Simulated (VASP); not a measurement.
# HC60N3 (a cell with a defect) in VASP: further runs

The runs below take HC60N3 (a cell with a defect) through single point, with PBE, LDA, r2SCAN.

Program: VASP 6.6.1. These are calculated values, not measurements. Logs are shortened: lines on timing, memory, paths and dates and some standing lists are left out, and cuts for length are marked.

## Step 1: The crystal as given

The cell holds a defect, 64 atoms: a = 7.140 Å, b = 7.140 Å, c = 7.140 Å, α = 90.00°, β = 90.00°, γ = 90.00°.

The cell was built by a generator and needn't be a form met in nature.

## Step 2: Single point, PBE

The input, INCAR:

```
SYSTEM = HC60N3
PREC = Accurate ; ENCUT = 520
EDIFF = 1E-6 ; ISMEAR = 0
SIGMA = 0.03 ; LREAL = .FALSE.
LASPH = .TRUE. ; NELM = 100
ALGO = Normal ; ISIF = 2
LWAVE = .FALSE. ; LCHARG = .TRUE.
GGA = PE ; LELF = .TRUE.
LVHAR = .TRUE.
```

The input, KPOINTS:

```
Automatic mesh
0
G
  2 2 2
  0 0 0
```

The input, POSCAR:

```
HC60N3
1.0
    7.1400000000      0.0000000000      0.0000000000
    0.0000000000      7.1400000000      0.0000000000
    0.0000000000      0.0000000000      7.1400000000
H C N
1 60 3
Direct
    0.5298888200      0.5595991800      0.5447440000
    0.6319130000      0.6319130000      0.6319130000
    0.5014860000      0.7507060000      0.7507060000
    0.7507060000      0.5014860000      0.7507060000
    0.7507060000      0.7507060000      0.5014860000
    0.4950870000      0.2505090000      0.7494590000
    0.4950870000      0.7494590000      0.2505090000
    0.2505090000      0.4950870000      0.7494590000
    0.7494590000      0.4950870000      0.2505090000
    0.2505090000      0.7494590000      0.4950870000
    0.7494590000      0.2505090000      0.4950870000
    0.6235760000      0.3759650000      0.8734240000
    0.6235760000      0.8734240000      0.3759650000
    0.3759650000      0.6235760000      0.8734240000
    0.8734240000      0.6235760000      0.3759650000
    0.3759650000      0.8734240000      0.6235760000
    0.8734240000      0.3759650000      0.6235760000
    0.5050870000      0.2510410000      0.2510410000
    0.2510410000      0.5050870000      0.2510410000
    0.2510410000      0.2510410000      0.5050870000
    0.1273950000      0.6227350000      0.6227350000
    0.6227350000      0.1273950000      0.6227350000
    0.6227350000      0.6227350000      0.1273950000
    0.9999620000      0.4999560000      0.4999560000
    0.4999560000      0.9999620000      0.4999560000
    0.4999560000      0.4999560000      0.9999620000
    0.1278200000      0.3773090000      0.3773090000
    0.3773090000      0.1278200000      0.3773090000
    0.3773090000      0.3773090000      0.1278200000
    0.6239330000      0.8758650000      0.8758650000
    0.8758650000      0.6239330000      0.8758650000
    0.8758650000      0.8758650000      0.6239330000
    0.0011195000      0.7494200000      0.7494200000
    0.7494200000      0.0011195000      0.7494200000
    0.7494200000      0.7494200000      0.0011195000
    0.1237350000      0.3750450000      0.8761320000
    0.1237350000      0.8761320000      0.3750450000
    0.3750450000      0.1237350000      0.8761320000
    0.8761320000      0.1237350000      0.3750450000
    0.3750450000      0.8761320000      0.1237350000
    0.8761320000      0.3750450000      0.1237350000
    0.9987500000      0.2495250000      0.7493430000
    0.9987500000      0.7493430000      0.2495250000
    0.2495250000      0.9987500000      0.7493430000
    0.7493430000      0.9987500000      0.2495250000
    0.2495250000      0.7493430000      0.9987500000
    0.7493430000      0.2495250000      0.9987500000
    0.1237820000      0.1237820000      0.6246850000
    0.1237820000      0.6246850000      0.1237820000
    0.6246850000      0.1237820000      0.1237820000
    0.0017403000      0.2503660000      0.2503660000
    0.2503660000      0.0017403000      0.2503660000
    0.2503660000      0.2503660000      0.0017403000
    0.1249420000      0.8743930000      0.8743930000
    0.8743930000      0.1249420000      0.8743930000
    0.8743930000      0.8743930000      0.1249420000
    0.9999680000      0.9999680000      0.4998950000
    0.9999680000      0.4998950000      0.9999680000
    0.4998950000      0.9999680000      0.9999680000
    0.1254050000      0.1254050000      0.1254050000
    0.9997840000      0.9997840000      0.9997840000
    0.6351560000      0.3648080000      0.3648080000
    0.3648080000      0.6351560000      0.3648080000
    0.3648080000      0.3648080000      0.6351560000
```

Potentials or basis: VASP PAW PBE potentials, release 64 (H, C, N).

Launch:

```bash
$ cat potpaw_PBE.64/H/POTCAR potpaw_PBE.64/C/POTCAR potpaw_PBE.64/N/POTCAR > POTCAR
$ mpirun -np 1 vasp_std > vasp.out
```

OUTCAR:

```text
SYSTEM = HC60N3
   PREC = Accurate
   ENCUT = 520
   EDIFF = 1E-6
   ISMEAR = 0
   LREAL = .FALSE.
   LASPH = .TRUE.
   NELM = 100
   ISIF = 2
   GGA = PE

 ion  position               nearest neighbor table
   1  0.530  0.560  0.545-   2 1.09
   2  0.632  0.632  0.632-   1 1.09   3 1.52   4 1.52   5 1.52
   3  0.501  0.751  0.751-   2 1.52  30 1.54  16 1.55  14 1.55
   4  0.751  0.501  0.751-   2 1.52  31 1.54  17 1.55  12 1.55
   5  0.751  0.751  0.501-   2 1.52  32 1.54  15 1.55  13 1.55
   6  0.495  0.251  0.749-  64 1.48  38 1.54  22 1.56  12 1.56
   7  0.495  0.749  0.251-  63 1.48  40 1.54  23 1.56  13 1.56
[... 52 lines left out ...]
  60  0.125  0.125  0.125-  51 1.54  52 1.54  53 1.54  61 1.55
  61  1.000  1.000  1.000-  54 1.55  55 1.55  56 1.55  60 1.55
  62  0.635  0.365  0.365-  18 1.48  11 1.48   9 1.48
  63  0.365  0.635  0.365-  19 1.48  10 1.48   7 1.48
  64  0.365  0.365  0.635-  20 1.48   8 1.48   6 1.48

  LATTYP: Found a simple cubic cell.
 ALAT       =     7.1400000000

  Lattice vectors:

 A1 = (   7.1400000000,   0.0000000000,   0.0000000000)
 A2 = (   0.0000000000,   7.1400000000,   0.0000000000)
 A3 = (   0.0000000000,   0.0000000000,   7.1400000000)

Analysis of symmetry for initial positions (statically):
=====================================================================
 Subroutine PRICEL returns:
 Original cell was already a primitive cell.

 Routine SETGRP: Setting up the symmetry group for a
 simple cubic supercell.

 Subroutine GETGRP returns: Found  1 space group operations
 (whereof  1 operations were pure point group operations)
 out of a pool of 48 trial point group operations.

The static configuration has the point symmetry C_1 .

Analysis of symmetry for dynamics (positions and initial velocities):
=====================================================================
 Subroutine PRICEL returns:
 Original cell was already a primitive cell.

 Routine SETGRP: Setting up the symmetry group for a
 simple cubic supercell.

 Subroutine GETGRP returns: Found  1 space group operations
 (whereof  1 operations were pure point group operations)
 out of a pool of 48 trial point group operations.

The dynamic configuration has the point symmetry C_1 .

 Subroutine INISYM returns: Found  1 space group operations
 (whereof  1 operations are pure point group operations),
 and found     1 'primitive' translations

----------------------------------------------------------------------------------------

                                     Primitive cell

  volume of cell :     363.9943

  direct lattice vectors                    reciprocal lattice vectors
     7.140000000  0.000000000  0.000000000     0.140056022  0.000000000  0.000000000
     0.000000000  7.140000000  0.000000000     0.000000000  0.140056022  0.000000000
     0.000000000  0.000000000  7.140000000     0.000000000  0.000000000  0.140056022

  length of vectors
     7.140000000  7.140000000  7.140000000     0.140056022  0.140056022  0.140056022

  position of ions in fractional coordinates (direct lattice)
     0.529888820  0.559599180  0.544744000
     0.631913000  0.631913000  0.631913000
     0.501486000  0.750706000  0.750706000
     0.750706000  0.501486000  0.750706000
     0.750706000  0.750706000  0.501486000
     0.495087000  0.250509000  0.749459000
[... 56 lines left out ...]
     0.364808000  0.635156000  0.364808000
     0.364808000  0.364808000  0.635156000

  ion indices of the primitive-cell ions
   primitive index   ion index
                 1           1
                 2           2
                 3           3
                 4           4
                 5           5
                 6           6
[... 56 lines left out ...]
                63          63
                64          64

----------------------------------------------------------------------------------------

 KPOINTS: Automatic mesh

Automatic generation of k-mesh.
 Grid dimensions read from file:
 generate k-points for:    2    2    2

 Generating k-lattice:

  Cartesian coordinates                     Fractional coordinates (reciprocal lattice)
     0.070028011  0.000000000  0.000000000     0.500000000  0.000000000  0.000000000
     0.000000000  0.070028011  0.000000000     0.000000000  0.500000000  0.000000000
     0.000000000  0.000000000  0.070028011     0.000000000  0.000000000  0.500000000

  Length of vectors
     0.070028011  0.070028011  0.070028011

  Shift w.r.t. Gamma in fractional coordinates (k-lattice)
     0.000000000  0.000000000  0.000000000

 Subroutine IBZKPT returns following result:
 ===========================================

 Found      8 irreducible k-points:

 Following reciprocal coordinates:
            Coordinates               Weight
  0.000000  0.000000  0.000000      1.000000
  0.500000  0.000000  0.000000      1.000000
  0.000000  0.500000  0.000000      1.000000
  0.000000  0.000000  0.500000      1.000000
  0.500000  0.500000  0.000000      1.000000
  0.000000  0.500000  0.500000      1.000000
  0.500000  0.000000  0.500000      1.000000
  0.500000  0.500000  0.500000      1.000000
   k-points           NKPTS =      8   k-points in BZ     NKDIM =      8   number of bands    NBANDS=    161
   number of dos      NEDOS =    301   number of ions     NIONS =     64
   total plane-waves  NPLWV = 157464
   dimension x,y,z NGX =    54 NGY =   54 NGZ =   54
   dimension x,y,z NGXF=   108 NGYF=  108 NGZF=  108
   ions per type =               1  60   3
   NGX,Y,Z   is equivalent  to a cutoff of  12.57, 12.57, 12.57 a.u.
   NGXF,Y,Z  is equivalent  to a cutoff of  25.15, 25.15, 25.15 a.u.
 SYSTEM =  HC60N3
   PREC   = accura    normal or accurate (medium, high low for compatibility)
   ISTART =      0    job   : 0-new  1-cont  2-samecut
   ICHARG =      2    charge: 1-file 2-atom 10-const
   ISPIN  =      1    spin polarized calculation?
   LNONCOLLINEAR =      F non collinear calculations
   LSORBIT =      F    spin-orbit coupling
   LASPH  =      T    aspherical Exc in radial PAW
   ENCUT  =  520.0 eV  38.22 Ry    6.18 a.u.  13.28 13.28 13.28*2*pi/ulx,y,z
   NELM   =    100;   NELMIN=  2; NELMDL= -5     # of ELM steps
   EDIFF  = 0.1E-05   stopping-criterion for ELM
   LREAL  =      F    real-space projection
   EDIFFG = 0.1E-04   stopping-criterion for IOM
   NSW    =      0    number of steps for IOM
   IBRION =     -1    ionic relax: 0-MD 1-quasi-New 2-CG
   NFREE  =      0    steps in history (QN), initial steepest desc. (CG)
   ISIF   =      2    stress and relaxation
   ISYM   =      2    0-nonsym 1-usesym 2-fastsym
   POTIM  = 0.5000    time-step for ionic-motion
   TEBEG  =    0.0;   TEEND  =   0.0 temperature during run
   PSTRESS=    0.0 pullay stress
   NELECT =     256.0000    total number of electrons
   NUPDOWN=      -1.0000    fix difference up-down
   EMIN   =  10.00;   EMAX   =-10.00  energy-range for DOS
   EFERMI =   0.00;   METHOD = LEGACY
   ISMEAR =     0;   SIGMA  =   0.03  broadening in eV -4-tet -1-fermi 0-gaus
   EFERMI_NEDOS =   21; number of points for ismear=-14 and -15
   IALGO  =     38    algorithm
   IMIX   =      4    mixing-type and parameters
     AMIX     =   0.40;   BMIX     =  1.00
     AMIX_MAG =   1.60;   BMIX_MAG =  1.00
  volume/ion in A,a.u.               =       5.69        38.38
  Fermi-wavevector in a.u.,A,eV,Ry     =   1.455872  2.751200 28.838420  2.119564
  Thomas-Fermi vector in A             =   2.572856
   LORBIT       =      0    0 simple, 1 ext, 2 COOP (PROOUT), +10 PAW based schemes
   GGA     = PE    functional components
   LHFCALC =     F    Hartree Fock is set to
   AEXX    =    0.0000 exact exchange contribution
   IVDW    =     0    specifies the selected vdW correction
   LEPSILON=     F    determine dielectric tensor
   LRPA    =     F    only Hartree local field effects (RPA)
 non-spin polarized calculation
 Gauss-broadening in eV      SIGMA  =   0.03
  energy-cutoff  :      520.00
  volume of cell :      363.99
 maximum number of plane-waves:      9808
 NGX is ok and might be reduce to    54
   NGX = 27   NGY = 27   NGZ = 27

 number of electron     256.0000002 magnetization

 Free energy of the ion-electron system (eV)
  ---------------------------------------------------
  ext. energy  EPLUGINS =         0.00000000
  ---------------------------------------------------
  free energy    TOTEN  =      -570.46007005 eV

  energy without entropy =     -570.46007005  energy(sigma->0) =     -570.46007005

 E-fermi :  10.0705     XC(G=0): -13.1707

 val. band max:        9.8546634369   @ k =   0.0000   0.0000   0.0000
 cond. band min:      13.5089080615   @ k =   0.0000   0.5000   0.0000
 fundamental gap:      3.6542446246
 Fermi energy:        10.0704807772

 k-point     1 :       0.0000    0.0000    0.0000
  band No.  band energies     occupation
      1     -12.2428      2.00000
      2     -10.6192      2.00000
      3     -10.5844      2.00000
      4     -10.1543      2.00000
      5      -9.7695      2.00000
      6      -9.7657      2.00000
[... 132 lines left out ...]
    139      14.3571      0.00000
    140      14.5501      0.00000

 k-point     2 :       0.5000    0.0000    0.0000
  band No.  band energies     occupation
      1     -11.8251      2.00000
      2     -11.5712      2.00000
      3     -10.4970      2.00000
      4     -10.0065      2.00000
      5      -9.5525      2.00000
      6      -9.2401      2.00000
[... 990 lines left out ...]
    139      15.4601      0.00000
    140      15.4652      0.00000
 [bands above 140 left out]

------------------------ aborting loop because EDIFF is reached ----------------------------------------

  FORCE on cell =-STRESS in cart. coord.  units (eV):
  Direction    XX          YY          ZZ          XY          YZ          ZX
  --------------------------------------------------------------------------------------
  -------------------------------------------------------------------------------------
  Total        1.5898834      3.0632190      2.3913213     -1.6366584     -1.1122712     -2.2237984
  in kB        6.9981174     13.4832317     10.5257701     -7.2040049     -4.8958336     -9.7883920
  external PRESSURE =      10.3357064 kB  Pullay stress =       0.0000000 kB

 VOLUME and BASIS-vectors are now :
 -----------------------------------------------------------------------------
  energy-cutoff  :      520.00
  volume of cell :      363.99
      direct lattice vectors                 reciprocal lattice vectors
     7.140000000  0.000000000  0.000000000     0.140056022  0.000000000  0.000000000
     0.000000000  7.140000000  0.000000000     0.000000000  0.140056022  0.000000000
     0.000000000  0.000000000  7.140000000     0.000000000  0.000000000  0.140056022

 POSITION                                       TOTAL-FORCE (eV/Angst)
 -----------------------------------------------------------------------------------
      3.78341      3.99554      3.88947         0.770499     -0.534115      0.073558
      4.51186      4.51186      4.51186        -0.531565      0.281459     -0.135888
      3.58061      5.36004      5.36004         0.194752      0.264290      0.276209
      5.36004      3.58061      5.36004        -0.252867     -0.177641     -0.240923
      5.36004      5.36004      3.58061        -0.009154     -0.007510      0.009322
      3.53492      1.78863      5.35114         0.014305      0.023370     -0.022029
[... 56 lines left out ...]
      2.60473      4.53501      2.60473        -0.048109     -0.009364     -0.032493
      2.60473      2.60473      4.53501        -0.013023      0.004845     -0.002504
 -----------------------------------------------------------------------------------
    total drift:                                0.000213      0.000137      0.000136

  FREE ENERGIE OF THE ION-ELECTRON SYSTEM (eV)
  ---------------------------------------------------
  free  energy   TOTEN  =      -570.4600700513 eV

  energy  without entropy=     -570.4600700513  energy(sigma->0) =     -570.46007005
```

Run time: 11 min. Hardware: 1 thread of AMD EPYC 9R45 (Zen 5), shared host; peak memory 0.56 GiB.

What came out:

| Item | Value |
| --- | --- |
| Free energy | -570.4601 eV |
| Pressure | 1.0 GPa |
| Largest force | 0.940 eV/Å |
| Band gap on the k mesh | 3.65 eV, indirect (least direct gap 3.73 eV) |

Forces on the atoms (eV/Å):
```
H    0.770 -0.534  0.074
C   -0.532  0.281 -0.136
C    0.195  0.264  0.276
C   -0.253 -0.178 -0.241
C   -0.009 -0.008  0.009
C    0.014  0.023 -0.022
C    0.033  0.030 -0.036
C   -0.017 -0.022  0.021
C   -0.023 -0.026  0.032
C   -0.067  0.059  0.009
C   -0.040  0.046 -0.012
C    0.009 -0.014  0.007
C    0.006  0.001  0.013
C    0.015 -0.004 -0.005
C   -0.002  0.001 -0.011
C    0.026  0.000  0.000
C    0.007 -0.025  0.008
C    0.029  0.014  0.018
C   -0.022 -0.040 -0.025
C    0.002 -0.005  0.004
C   -0.003 -0.009 -0.001
C    0.006  0.003  0.001
C    0.005 -0.008  0.001
C   -0.006  0.001 -0.001
C   -0.002  0.007 -0.001
C   -0.002  0.001  0.000
C   -0.001 -0.002  0.004
C   -0.001  0.002 -0.006
C    0.005 -0.006  0.001
C   -0.056  0.040  0.047
C   -0.031  0.056 -0.037
C    0.010 -0.003  0.000
C    0.004  0.011  0.000
C   -0.008 -0.006  0.002
C   -0.009  0.012 -0.001
C   -0.001  0.002 -0.001
C    0.003 -0.003 -0.004
C    0.002  0.000  0.001
C    0.003 -0.003  0.006
C   -0.006 -0.004  0.004
C    0.001  0.005 -0.003
C    0.004  0.004 -0.003
C   -0.001  0.000  0.006
C   -0.002 -0.003 -0.001
C   -0.004  0.002 -0.004
C    0.004  0.001 -0.005
C   -0.004 -0.001  0.005
C   -0.001  0.000 -0.002
C    0.002  0.016  0.001
C   -0.015  0.001  0.000
C   -0.002 -0.002 -0.006
C   -0.003  0.001  0.000
C   -0.006  0.001 -0.001
C    0.001  0.000  0.003
C   -0.001  0.001 -0.003
C    0.002 -0.003  0.001
C    0.006 -0.003  0.003
C   -0.005 -0.027 -0.009
C    0.030  0.009  0.015
C   -0.003 -0.004 -0.003
C    0.000  0.004  0.002
N    0.006  0.048  0.042
N   -0.048 -0.009 -0.032
N   -0.013  0.005 -0.003
```

Stress tensor (GPa, compression positive):
```
 0.70 -0.72 -0.98
-0.72  1.35 -0.49
-0.98 -0.49  1.05
```

Caveat: the k mesh is coarse (spacing up to 0.44 Å⁻¹), so the values aren't converged.

[end of part 1 of 3]
